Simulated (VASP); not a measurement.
# CdS (Hawleyite) (F-43m) in VASP: further runs, part 2 of 2

VASP 6.6.1.

## Step 3: G0W0 quasiparticle levels, PBE

Contents of POSCAR:

```
CdS
1.0
    0.0000000000      2.9165000000      2.9165000000
    2.9165000000      0.0000000000      2.9165000000
    2.9165000000      2.9165000000      0.0000000000
Cd S
1 1
Direct
    0.0000000000      0.0000000000      0.0000000000
    0.7500000000      0.7500000000      0.7500000000
```

Contents of INCAR.step1:

```
SYSTEM = CdS
PREC = Accurate
ENCUT = 450
EDIFF = 1E-8
ISMEAR = 0
SIGMA = 0.01
LREAL = .False.
LASPH = .True.
NELM = 60
ALGO = Fast
LWAVE = .True.
LCHARG = .False.
GGA = PE
```

Contents of INCAR.step2:

```
SYSTEM = CdS
PREC = Accurate
ENCUT = 450
EDIFF = 1E-8
ISMEAR = 0
SIGMA = 0.01
LREAL = .False.
LASPH = .True.
NELM = 1
ALGO = Exact
LWAVE = .True.
LCHARG = .False.
GGA = PE
NBANDS = 23
LOPTICS = .True.
ISTART = 1
```

Contents of INCAR.step3:

```
SYSTEM = CdS
PREC = Accurate
ENCUT = 450
EDIFF = 1E-8
ISMEAR = 0
SIGMA = 0.01
LREAL = .False.
LASPH = .True.
ALGO = EVGW0
LWAVE = .False.
LCHARG = .False.
GGA = PE
NELMGW = 1
NBANDS = 23
ENCUTGW = 200
NOMEGA = 48
PRECFOCK = Fast
ISTART = 1
NBANDSGW = 17
```

Contents of KPOINTS:

```
Automatic mesh
0
Gamma
  3 3 3
  0 0 0
```

Potentials or basis: VASP PAW PBE potentials, release 64 (Cd_GW, S_GW).

Started as:

```
$ cat potpaw_PBE.64/Cd_GW/POTCAR potpaw_PBE.64/S_GW/POTCAR > POTCAR
$ cp INCAR.step1 INCAR
$ mpirun -np 1 vasp_std > vasp.out
$ cp INCAR.step2 INCAR
$ mpirun -np 1 vasp_std > vasp.out
$ cp INCAR.step3 INCAR
$ mpirun -np 1 vasp_std > vasp.out
```

OUTCAR:

```text
SYSTEM = CdS
   PREC = Accurate
   ENCUT = 450
   EDIFF = 1E-8
   ISMEAR = 0
   LREAL = .False.
   LASPH = .True.
   GGA = PE
   NELMGW = 1
   ENCUTGW = 200
   PRECFOCK = Fast
   ISTART = 1

 Found      4 irreducible k-points:

 Following reciprocal coordinates:
            Coordinates               Weight
  0.000000  0.000000  0.000000      1.000000
  0.333333  0.000000  0.000000      8.000000
  0.333333  0.333333  0.000000      6.000000
 -0.333333  0.333333  0.000000     12.000000
   k-points           NKPTS =      4   k-points in BZ     NKDIM =     27   number of bands    NBANDS=     23
   number of dos      NEDOS =    301   number of ions     NIONS =      2
   total plane-waves  NPLWV =  27000
   dimension x,y,z NGX =    30 NGY =   30 NGZ =   30
   dimension x,y,z NGXF=    60 NGYF=   60 NGZF=   60
   ions per type =               1   1
   NGX,Y,Z   is equivalent  to a cutoff of  12.09, 12.09, 12.09 a.u.
   NGXF,Y,Z  is equivalent  to a cutoff of  24.18, 24.18, 24.18 a.u.
 SYSTEM =  CdS
   PREC   = accura    normal or accurate (medium, high low for compatibility)
   ISTART =      1    job   : 0-new  1-cont  2-samecut
   ICHARG =      0    charge: 1-file 2-atom 10-const
   ISPIN  =      1    spin polarized calculation?
   LNONCOLLINEAR =      F non collinear calculations
   LSORBIT =      F    spin-orbit coupling
   LASPH  =      T    aspherical Exc in radial PAW
   ENCUT  =  450.0 eV  33.07 Ry    5.75 a.u.   7.13  7.13  7.13*2*pi/ulx,y,z
   NELM   =     60;   NELMIN=  2; NELMDL=  0     # of ELM steps
   EDIFF  = 0.1E-07   stopping-criterion for ELM
   LREAL  =      F    real-space projection
   EDIFFG = 0.1E-06   stopping-criterion for IOM
   NSW    =      0    number of steps for IOM
   IBRION =     -1    ionic relax: 0-MD 1-quasi-New 2-CG
   NFREE  =      0    steps in history (QN), initial steepest desc. (CG)
   ISIF   =      0    stress and relaxation
   ISYM   =      3    0-nonsym 1-usesym 2-fastsym
   POTIM  = 0.5000    time-step for ionic-motion
   TEBEG  =    0.0;   TEEND  =   0.0 temperature during run
   PSTRESS=    0.0 pullay stress
   NELECT =      18.0000    total number of electrons
   NUPDOWN=      -1.0000    fix difference up-down
   EMIN   =  10.00;   EMAX   =-10.00  energy-range for DOS
   EFERMI =   0.00;   METHOD = LEGACY
   ISMEAR =     0;   SIGMA  =   0.01  broadening in eV -4-tet -1-fermi 0-gaus
   EFERMI_NEDOS =   21; number of points for ismear=-14 and -15
   IALGO  =     38    algorithm
   IMIX   =      4    mixing-type and parameters
     AMIX     =   0.40;   BMIX     =  1.00
     AMIX_MAG =   1.60;   BMIX_MAG =  1.00
  volume/ion in A,a.u.               =      24.81       167.41
  Fermi-wavevector in a.u.,A,eV,Ry     =   1.167599  2.206442 18.548649  1.363287
  Thomas-Fermi vector in A             =   2.304097
   LORBIT       =      0    0 simple, 1 ext, 2 COOP (PROOUT), +10 PAW based schemes
   GGA     = PE    functional components
   LHFCALC =     T    Hartree Fock is set to
   PRECFOCK=fast      Normal, Fast or Accurate (Low or Medium for compatibility)
   ENCUT4O =  -1.0   cutoff for four orbital integrals eV
   NKREDX  =     1    reduce k-point grid by
   NKREDY  =     1    reduce k-point grid by
   NKREDZ  =     1    reduce k-point grid by
   AEXX    =    1.0000 exact exchange contribution
   HFSCREEN=    0.0000 screening length (either q_TF or 0.3 A-1)
   HFSCREENC=   0.0000 screening length for correlation (either q_TF or 0.3 A-1)
   ENCUTFOCK=  -1.0 apply spherical cutoff to Coloumb kernel
   IVDW    =     0    specifies the selected vdW correction
   LEPSILON=     F    determine dielectric tensor
   LRPA    =     F    only Hartree local field effects (RPA)
   LRPAFORCE           =     F    calculate RPA forces
   ENCUTGW             = 200.0    cutoff for response function in eV
   ENCUTGWSOFT         = 160.0    soft cutoff for Coulomb kernel in GW response function in eV
   ENCUTLF             =  -1.0    cutoff for local field effects
   NELMGW              =     1    number of iterations in solving QP/BSE equation
   NELMHF              =     1    number of iterations in the inner HF iteration
   NKREDLFX            =     1    NKREDLFY  =   1   NKREDLFZ  =   1
 non-spin polarized calculation
 Gauss-broadening in eV      SIGMA  =   0.01
  energy-cutoff  :      450.00
  volume of cell :       49.62
 maximum number of plane-waves:      1089
 NGX is ok and might be reduce to    30
  NGX = 16; NGY = 16; NGZ = 16
   NGX = 15   NGY = 15   NGZ = 15
 maximum number of plane-waves:       331

 QP shifts <psi_nk| G(iteration)W_0 |psi_nk>: iteration 1
 for sc-GW calculations column KS-energies equals QP-energies in previous step
 and V_xc(KS)=  KS-energies - (<T + V_ion + V_H > + <T+V_H+V_ion>^1  + <V_x>^1)

 k-point   1 :       0.0000    0.0000    0.0000
  band No.  KS-energies  QP-energies   sigma(KS)   V_xc(KS)     V^pw_x(r,r')   Z            occupation Imag(sigma)

      1      -9.6269      -9.5172     -12.8168     -12.9919     -20.9027       0.6265       2.0000       1.3964
      2      -5.0685      -6.1925     -16.8033     -15.1711     -22.9361       0.6887       2.0000       0.3572
      3      -5.0685      -6.1925     -16.8033     -15.1711     -22.9361       0.6887       2.0000       0.3572
      4      -5.0685      -6.1925     -16.8033     -15.1711     -22.9361       0.6887       2.0000       0.3572
      5      -4.5977      -5.8331     -17.2588     -15.4965     -23.2435       0.7010       2.0000       0.2970
      6      -4.5977      -5.8331     -17.2588     -15.4965     -23.2435       0.7010       2.0000       0.2970
[... 9 lines left out ...]
     16      14.1407      15.1563      -6.5615      -7.8901      -2.3983       0.7644       0.0000      -0.4564
     17      15.9596      16.6852      -6.2745      -7.2158      -2.1079       0.7708       0.0000      -0.5550

 k-point   2 :       0.3333    0.0000    0.0000
  band No.  KS-energies  QP-energies   sigma(KS)   V_xc(KS)     V^pw_x(r,r')   Z            occupation Imag(sigma)

      1      -9.3038      -9.2180     -13.2832     -13.4192     -21.2667       0.6312       2.0000       1.2953
      2      -4.9704      -6.1103     -16.8944     -15.2476     -23.0091       0.6922       2.0000       0.3507
      3      -4.9704      -6.1103     -16.8944     -15.2476     -23.0091       0.6922       2.0000       0.3507
      4      -4.5972      -5.6942     -16.6199     -15.0458     -22.6117       0.6969       2.0000       0.3586
      5      -4.5808      -5.8177     -17.2780     -15.5181     -23.2755       0.7028       2.0000       0.2979
      6      -4.5808      -5.8177     -17.2780     -15.5181     -23.2755       0.7028       2.0000       0.2979
[... 9 lines left out ...]
     16      13.7010      15.0672      -8.2035     -10.0127      -4.4381       0.7552       0.0000      -0.3488
     17      18.3220      20.1514      -7.9517     -10.2802      -3.6687       0.7857       0.0000      -0.8661

 k-point   3 :       0.3333    0.3333    0.0000
  band No.  KS-energies  QP-energies   sigma(KS)   V_xc(KS)     V^pw_x(r,r')   Z            occupation Imag(sigma)

      1      -9.2013      -9.1266     -13.4426     -13.5610     -21.3927       0.6313       2.0000       1.2617
      2      -4.8463      -5.9932     -16.5622     -14.9178     -22.5268       0.6974       2.0000       0.3489
      3      -4.8209      -5.9783     -17.0767     -15.4116     -23.1892       0.6951       2.0000       0.3428
      4      -4.8209      -5.9783     -17.0767     -15.4116     -23.1892       0.6951       2.0000       0.3428
      5      -4.5328      -5.7783     -17.3342     -15.5677     -23.3312       0.7051       2.0000       0.2935
      6      -4.4827      -5.6181     -16.8383     -15.2177     -22.8133       0.7006       2.0000       0.3306
[... 9 lines left out ...]
     16      18.0285      19.2303      -6.6389      -8.1650      -2.5435       0.7875       0.0000      -0.6807
     17      18.1520      19.9712      -8.6404     -11.0075      -4.2656       0.7685       0.0000      -0.8284

 k-point   4 :      -0.3333    0.3333    0.0000
  band No.  KS-energies  QP-energies   sigma(KS)   V_xc(KS)     V^pw_x(r,r')   Z            occupation Imag(sigma)

      1      -9.0987      -9.0407     -13.6343     -13.7259     -21.5520       0.6336       2.0000       1.2259
      2      -4.8900      -6.0508     -16.8715     -15.2039     -22.9342       0.6960       2.0000       0.3458
      3      -4.8170      -5.9748     -17.0807     -15.4169     -23.1912       0.6959       2.0000       0.3413
      4      -4.6469      -5.8739     -17.1705     -15.4192     -23.1758       0.7007       2.0000       0.3068
      5      -4.5751      -5.8160     -17.2707     -15.5087     -23.2673       0.7043       2.0000       0.2973
      6      -4.0335      -5.1300     -17.1552     -15.5959     -23.1416       0.7032       2.0000       0.3251
[... 9 lines left out ...]
     16      17.1131      18.7564      -8.0182     -10.1620      -3.8311       0.7666       0.0000      -0.6365
     17      17.7266      19.6583      -8.5362     -11.0243      -4.1776       0.7764       0.0000      -0.8199
```

It took 30 s on 1 thread of AMD EPYC 9R45 (Zen 5), shared host; peak memory 0.3 GiB.

The run converged, but some of its settings lie outside the range that counts as converged, so its numbers aren't taken as properties of the crystal.

What came out:

| Quantity | Value |
| --- | --- |
| Band gap on the k mesh, mean-field level | 1.10 eV, direct |
| Quasiparticle gap | 1.93 eV |
| Least direct quasiparticle gap | 1.93 eV |

Caveat: the k mesh is coarse (spacing up to 0.62 Å⁻¹), so the values aren't converged; bands, screening cutoff and mesh are small and nothing is extrapolated, so the quasiparticle values aren't converged.

## Step 4: G0W0 quasiparticle levels, PBE

POSCAR is that of step 3.

INCAR.step1 is that of step 3.

Edit INCAR.step2 of step 3 so:

```diff
@@ -13,3 +13,3 @@
 GGA = PE
-NBANDS = 23
+NBANDS = 68
 LOPTICS = .True.
```

Edit INCAR.step3 of step 3 so:

```diff
@@ -13,4 +13,4 @@
 NELMGW = 1
-NBANDS = 23
-ENCUTGW = 200
+NBANDS = 68
+ENCUTGW = 75
 NOMEGA = 48
```

KPOINTS is that of step 3.

Potentials or basis: VASP PAW PBE potentials, release 64 (Cd_GW, S_GW).

Started as:

```
$ cat potpaw_PBE.64/Cd_GW/POTCAR potpaw_PBE.64/S_GW/POTCAR > POTCAR
$ cp INCAR.step1 INCAR
$ mpirun -np 1 vasp_std > vasp.out
$ cp INCAR.step2 INCAR
$ mpirun -np 1 vasp_std > vasp.out
$ cp INCAR.step3 INCAR
$ mpirun -np 1 vasp_std > vasp.out
```

OUTCAR:

```text
SYSTEM = CdS
   PREC = Accurate
   ENCUT = 450
   EDIFF = 1E-8
   ISMEAR = 0
   LREAL = .False.
   LASPH = .True.
   GGA = PE
   NELMGW = 1
   ENCUTGW = 75
   PRECFOCK = Fast
   ISTART = 1

 Found      4 irreducible k-points:

 Following reciprocal coordinates:
            Coordinates               Weight
  0.000000  0.000000  0.000000      1.000000
  0.333333  0.000000  0.000000      8.000000
  0.333333  0.333333  0.000000      6.000000
 -0.333333  0.333333  0.000000     12.000000
   k-points           NKPTS =      4   k-points in BZ     NKDIM =     27   number of bands    NBANDS=     68
   number of dos      NEDOS =    301   number of ions     NIONS =      2
   total plane-waves  NPLWV =  27000
   dimension x,y,z NGX =    30 NGY =   30 NGZ =   30
   dimension x,y,z NGXF=    60 NGYF=   60 NGZF=   60
   ions per type =               1   1
   NGX,Y,Z   is equivalent  to a cutoff of  12.09, 12.09, 12.09 a.u.
   NGXF,Y,Z  is equivalent  to a cutoff of  24.18, 24.18, 24.18 a.u.
 SYSTEM =  CdS
   PREC   = accura    normal or accurate (medium, high low for compatibility)
   ISTART =      1    job   : 0-new  1-cont  2-samecut
   ICHARG =      0    charge: 1-file 2-atom 10-const
   ISPIN  =      1    spin polarized calculation?
[... 32 lines left out ...]
   PRECFOCK=fast      Normal, Fast or Accurate (Low or Medium for compatibility)
   ENCUT4O =  -1.0   cutoff for four orbital integrals eV
   NKREDX  =     1    reduce k-point grid by
   NKREDY  =     1    reduce k-point grid by
   NKREDZ  =     1    reduce k-point grid by
   AEXX    =    1.0000 exact exchange contribution
   HFSCREEN=    0.0000 screening length (either q_TF or 0.3 A-1)
   HFSCREENC=   0.0000 screening length for correlation (either q_TF or 0.3 A-1)
   ENCUTFOCK=  -1.0 apply spherical cutoff to Coloumb kernel
   IVDW    =     0    specifies the selected vdW correction
   LEPSILON=     F    determine dielectric tensor
   LRPA    =     F    only Hartree local field effects (RPA)
   LRPAFORCE           =     F    calculate RPA forces
   ENCUTGW             =  75.0    cutoff for response function in eV
   ENCUTGWSOFT         =  60.0    soft cutoff for Coulomb kernel in GW response function in eV
   ENCUTLF             =  -1.0    cutoff for local field effects
   NELMGW              =     1    number of iterations in solving QP/BSE equation
   NELMHF              =     1    number of iterations in the inner HF iteration
   NKREDLFX            =     1    NKREDLFY  =   1   NKREDLFZ  =   1
 non-spin polarized calculation
 Gauss-broadening in eV      SIGMA  =   0.01
  energy-cutoff  :      450.00
  volume of cell :       49.62
 maximum number of plane-waves:      1089
 NGX is ok and might be reduce to    30
  NGX = 16; NGY = 16; NGZ = 16
   NGX = 15   NGY = 15   NGZ = 15
 maximum number of plane-waves:        76
 NGX is ok and might be reduce to    14

 QP shifts <psi_nk| G(iteration)W_0 |psi_nk>: iteration 1
 for sc-GW calculations column KS-energies equals QP-energies in previous step
 and V_xc(KS)=  KS-energies - (<T + V_ion + V_H > + <T+V_H+V_ion>^1  + <V_x>^1)

 k-point   1 :       0.0000    0.0000    0.0000
  band No.  KS-energies  QP-energies   sigma(KS)   V_xc(KS)     V^pw_x(r,r')   Z            occupation Imag(sigma)

      1      -9.6269      -9.7493     -13.1845     -12.9919     -20.9027       0.6353       2.0000       1.2079
      2      -5.0685      -6.3724     -17.0721     -15.1711     -22.9361       0.6859       2.0000       0.4162
      3      -5.0685      -6.3724     -17.0721     -15.1711     -22.9361       0.6859       2.0000       0.4162
      4      -5.0685      -6.3724     -17.0721     -15.1711     -22.9361       0.6859       2.0000       0.4162
      5      -4.5977      -5.9963     -17.5095     -15.4965     -23.2435       0.6948       2.0000       0.3839
      6      -4.5977      -5.9963     -17.5095     -15.4965     -23.2435       0.6948       2.0000       0.3839
[... 59 lines left out ...]
      3      -4.8170      -6.1518     -17.3429     -15.4169     -23.1912       0.6931       2.0000       0.4076
      4      -4.6469      -6.0423     -17.4255     -15.4192     -23.1758       0.6955       2.0000       0.3879
      5      -4.5751      -5.9780     -17.5203     -15.5087     -23.2673       0.6974       2.0000       0.3861
      6      -4.0335      -5.2872     -17.3934     -15.5959     -23.1416       0.6975       2.0000       0.3925
[... 9 lines left out ...]
     16      17.1131      17.7095      -9.3555     -10.1620      -3.8311       0.7395       0.0000      -0.5682
     17      17.7266      18.4963      -9.9921     -11.0243      -4.1776       0.7456       0.0000      -0.7276
```

Run time: 31 s. Hardware: 1 thread of AMD EPYC 9R45 (Zen 5), shared host; peak memory 0.29 GiB.

These settings aren't checked as converged: the numbers below hold their error.

Results:

```
Band gap on the k mesh, mean-field level : 1.10 eV, direct
Quasiparticle gap                        : 1.73 eV
Least direct quasiparticle gap           : 1.73 eV
```

Caveat: the k mesh is coarse (spacing up to 0.62 Å⁻¹), so the values aren't converged; bands, screening cutoff and mesh are small and nothing is extrapolated, so the quasiparticle values aren't converged.
